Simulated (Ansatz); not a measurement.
NaI:

```
I Na
1.0
     0.00000    3.23640    3.23640
     3.23640    0.00000    3.23640
     3.23640    3.23640    0.00000
I Na
1 1
Direct
  0.50000 0.50000 0.50000
  0.00000 0.00000 0.00000
```

Base run:

```yaml
Program: Ansatz 0.2.0
Functional: PBEsol
Potentials_or_basis: all-electron LAPW, inner shells corrected to Dirac's equation
Cutoff: 133 eV
Density_cutoff: 532 eV
Basis_error_allowed: 0.001 eV/atom
k_mesh: 7 × 7 × 7
Occupations: fermi-dirac, width 0.05 eV
Spin: no spin polarisation
```

Its results: band gap on the k mesh 3.51 eV, direct; pressure -0.5 GPa.

Task: The run is repeated on the same cell with these changes: potentials or basis from all-electron LAPW, inner shells corrected to Dirac's equation to all-electron LAPW, non-relativistic. What comes out?

Result: Band gap on the k mesh 4.09 eV, direct; pressure -0.3 GPa.

Caveats: spin-orbit coupling is left out, which moves the levels of the heavy elements; relativity is left out, which matters for the heavier elements (some runs).

Not every run made on this cell is shown here.
